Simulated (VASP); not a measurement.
# Sc: convergence, self-consistent run

Sc, P-3m1 (no. 164), 2 atoms in the cell. PBE; PAW potentials Sc_sv (PBE set). VASP 6.6.1. The cell is changed on purpose: last atom moved by 0.04 Å along z, cell strained by -1.0% along z.

Wanted: energy within 2 meV/atom; forces within 0.01 eV/Å; stress within 0.2 GPa.

What the run is for: all; Accuracy asked: standard.

POSCAR:
```
Sc
1.0
    3.3090000000      0.0000000000      0.0000000000
   -1.6545000000      2.8656780611      0.0000000000
    0.0000000000      0.0000000000      5.2205670000
Sc
2
Direct
    0.6666666700      0.3333333300      0.7500000000
    0.3333333300      0.6666666700      0.2575853800
```

The series start from Plane-wave cutoff (eV): 290; Smearing width (eV): 0.1; k-point mesh: 13 × 13 × 7; Precision mode (PREC): Accurate; Electronic threshold (eV): 1e-6; Bands in all (NBANDS): 21; Aspherical gradient terms in the spheres (LASPH): yes; Electronic algorithm: ALGO=Normal; Use of symmetry (ISYM): defaults; Support grid and gradient cutoff: ADDGRID=False GGA_COMPAT=False. Each series keeps the choices made before it, and each single choice may use up half of a tolerance.

## Plane-wave cutoff (eV)

| Plane-wave cutoff (eV) | Energy less reference (meV/atom) | Forces, largest deviation (eV/Å) | Stress, largest deviation (GPa) | SCF iterations | Time (s) |
|---|---|---|---|---|---|
| 180 | 140.6 | 0.002 | 26.54 | 13 | 14 |
| 220 | 13.8 | 0.000 | 2.85 | 13 | 18 |
| 260 | 1.5 | 0.000 | 0.31 | 13 | 28 |
| 290 | 1.5 | 0.000 | 0.45 | 13 | 32 |
| 340 | 1.2 | 0.000 | 0.39 | 13 | 37 |
| 390 | 0.7 | 0.000 | 0.13 | 13 | 48 |
| 470 | 0.4 | 0.000 | 0.05 | 13 | 56 |
| 590 (reference) | 0.0 | 0.000 | 0.00 | 13 | 101 |

Chosen: 470, the loosest value from which every tighter one stays within half of the tolerance.

## Smearing width (eV)

| Smearing width (eV) | Energy less reference (meV/atom) | Forces, largest deviation (eV/Å) | Stress, largest deviation (GPa) | SCF iterations | Time (s) |
|---|---|---|---|---|---|
| 0.4 | -1.2 | 0.002 | 0.17 | 13 | 53 |
| 0.3 | -0.4 | 0.005 | 0.04 | 13 | 54 |
| 0.2 | -0.3 | 0.006 | 0.15 | 13 | 52 |
| 0.15 | -0.2 | 0.005 | 0.17 | 13 | 54 |
| 0.1 | 0.0 | 0.004 | 0.13 | 13 | 56 |
| 0.05 (reference) | 0.0 | 0.000 | 0.00 | 13 | 54 |

Chosen: 0.05; the next looser run is off by more than half of the tolerance, so convergence isn't shown beyond this value.

## k-point mesh

| k-point mesh | Energy less reference (meV/atom) | Forces, largest deviation (eV/Å) | Stress, largest deviation (GPa) | SCF iterations | Time (s) |
|---|---|---|---|---|---|
| 4 × 4 × 3 | 8.5 | 0.024 | 2.32 | 13 | 6.7 |
| 5 × 5 × 3 | 25.3 | 0.026 | 0.81 | 12 | 7.5 |
| 7 × 7 × 4 | -7.5 | 0.002 | 0.52 | 13 | 14 |
| 8 × 8 × 5 | 3.8 | 0.006 | 0.82 | 13 | 19 |
| 10 × 10 × 6 | 0.5 | 0.003 | 0.15 | 13 | 33 |
| 13 × 13 × 7 | 0.1 | 0.007 | 0.14 | 13 | 54 |
| 15 × 15 × 9 | -0.7 | 0.001 | 0.27 | 13 | 99 |
| 18 × 18 × 10 (reference) | 0.0 | 0.000 | 0.00 | 13 | 143 |

Chosen: 18 × 18 × 10; the next looser run is off by more than half of the tolerance, so convergence isn't shown beyond this value.

## Precision mode (PREC)

| Precision mode (PREC) | Energy less reference (meV/atom) | Forces, largest deviation (eV/Å) | Stress, largest deviation (GPa) | SCF iterations | Time (s) |
|---|---|---|---|---|---|
| Low | 1.0 | 0.009 | 0.05 | 13 | 90 |
| SingleN | 1.0 | 0.009 | 0.05 | 13 | 89 |
| Normal | 0.0 | 0.000 | 0.00 | 13 | 91 |
| Accurate (reference) | 0.0 | 0.000 | 0.00 | 13 | 143 |

Chosen: Normal.

## Electronic threshold (eV)

| Electronic threshold (eV) | Energy less reference (meV/atom) | Forces, largest deviation (eV/Å) | Stress, largest deviation (GPa) | SCF iterations | Time (s) |
|---|---|---|---|---|---|
| 0.001 | 0.0 | 0.000 | 0.19 | 10 | 76 |
| 0.0001 | 0.0 | 0.000 | 0.18 | 10 | 72 |
| 1e-5 | 0.0 | 0.000 | 0.05 | 11 | 78 |
| 1e-6 | 0.0 | 0.000 | 0.00 | 13 | 91 |
| 1e-7 | 0.0 | 0.000 | 0.00 | 14 | 104 |
| 1e-8 (reference) | 0.0 | 0.000 | 0.00 | 16 | 150 |

Chosen: 1e-5.

## Bands in all (NBANDS)

| Bands in all (NBANDS) | Energy less reference (meV/atom) | Forces, largest deviation (eV/Å) | Stress, largest deviation (GPa) | SCF iterations | Time (s) |
|---|---|---|---|---|---|
| 12 | 0.0 | 0.001 | 0.02 | 11 | 64 |
| 13 | 0.0 | 0.000 | 0.05 | 11 | 61 |
| 15 | 0.0 | 0.001 | 0.07 | 11 | 62 |
| 17 | 0.0 | 0.000 | 0.06 | 11 | 78 |
| 21 | 0.0 | 0.000 | 0.02 | 11 | 78 |
| 31 (reference) | 0.0 | 0.000 | 0.00 | 11 | 123 |

Chosen: 12.

## Aspherical gradient terms in the spheres (LASPH)

| Aspherical gradient terms in the spheres (LASPH) | Energy less reference (meV/atom) | Forces, largest deviation (eV/Å) | Stress, largest deviation (GPa) | SCF iterations | Time (s) |
|---|---|---|---|---|---|
| no | 0.1 | 0.000 | 0.00 | 11 | 48 |
| yes (reference) | 0.0 | 0.000 | 0.00 | 11 | 64 |

Chosen: no.

## Electronic algorithm

| Electronic algorithm | Energy less reference (meV/atom) | Forces, largest deviation (eV/Å) | Stress, largest deviation (GPa) | SCF iterations | Time (s) |
|---|---|---|---|---|---|
| ALGO=Normal | 0.0 | 0.000 | 0.00 | 11 | 48 |
| ALGO=Fast | 0.0 | 0.001 | 0.54 | 24 | 102 |
| ALGO=VeryFast | 1.47e5 | 0.219 | 26.03 | 96 | 463 |
| ALGO=All ISEARCH=1 | 0.0 | 0.007 | 0.08 | 28 | 86 |
| ALGO=All ISEARCH=0 | 0.0 | 0.007 | 0.08 | 28 | 93 |
| ALGO=Damped TIME=0.4 | no result | no result | no result | 120 | 268 |
| ALGO=Damped TIME=0.1 | no result | no result | no result | 120 | 285 |

Chosen: ALGO=Normal; no other choice that stays within half of the tolerance saves 30 % of the time.

## Use of symmetry (ISYM)

| Use of symmetry (ISYM) | Energy less reference (meV/atom) | Forces, largest deviation (eV/Å) | Stress, largest deviation (GPa) | SCF iterations | Time (s) |
|---|---|---|---|---|---|
| defaults | 0.0 | 0.000 | 0.00 | 11 | 48 |
| ISYM=1 | 0.0 | 0.000 | 0.00 | 11 | 52 |
| ISYM=0 | 0.0 | 0.002 | 0.14 | 11 | 239 |
| ISYM=-1 | 0.0 | 0.001 | 0.05 | 12 | 463 |

Chosen: defaults.

## Support grid and gradient cutoff

| Support grid and gradient cutoff | Energy less reference (meV/atom) | Forces, largest deviation (eV/Å) | Stress, largest deviation (GPa) | SCF iterations | Time (s) |
|---|---|---|---|---|---|
| ADDGRID=False GGA_COMPAT=False | 0.0 | 0.000 | 0.00 | 11 | 48 |
| ADDGRID=True GGA_COMPAT=False | 0.0 | 0.000 | 0.00 | 11 | 49 |
| ADDGRID=False GGA_COMPAT=True | 0.0 | 0.000 | 0.00 | 11 | 45 |

Chosen: ADDGRID=False GGA_COMPAT=False.

## All choices together

| Input | Energy less reference (meV/atom) | Forces, largest deviation (eV/Å) | Stress, largest deviation (GPa) | Time (s) |
|---|---|---|---|---|
| the program's defaults (naive) | 37.0 | 0.004 | 2.10 | 1.2 |
| chosen settings | 0.5 | 0.001 | 0.02 | 48 |
| reference settings throughout | 0.0 | 0.000 | 0.00 | 496 |

The chosen settings stay within the tolerance of the reference run, but the reference itself isn't shown to be converged in: Smearing width (eV), k-point mesh.

Values of the reference run: Forces: 0, 0, 0.1593, 0, 0, -0.1593 eV/Å; Stress: 0.1819, 0, 0, 0, 0.1819, 0, 0, 0, -0.8449 GPa.

## The input

INCAR:
```
GGA = PE
ISMEAR = 1
SIGMA = 0.05
LWAVE = F
LCHARG = F
ISIF = 2
PREC = Normal
LASPH = F
LREAL = F
ALGO = Normal
EDIFF = 1E-5
NELM = 120
GGA_COMPAT = F
ENCUT = 470
NBANDS = 12
ADDGRID = F
```

KPOINTS:
```
Automatic mesh
0
Gamma
  18 18 10
  0 0 0
```

Commands:
```
cat potpaw_PBE.64/Sc_sv/POTCAR > POTCAR
mpirun -np 1 vasp_std > vasp.out
```

The chosen input took VASP 6.6.1 48 s on 1 core (Intel Xeon Platinum 8375C @ 2.90GHz (Ice Lake)), a shared host.

## An input that fails: too few electronic steps

The electronic loop stops at its limit of 7 steps.

Changes against the starting input:
```
- NELM = 120
+ NELM = 7
```
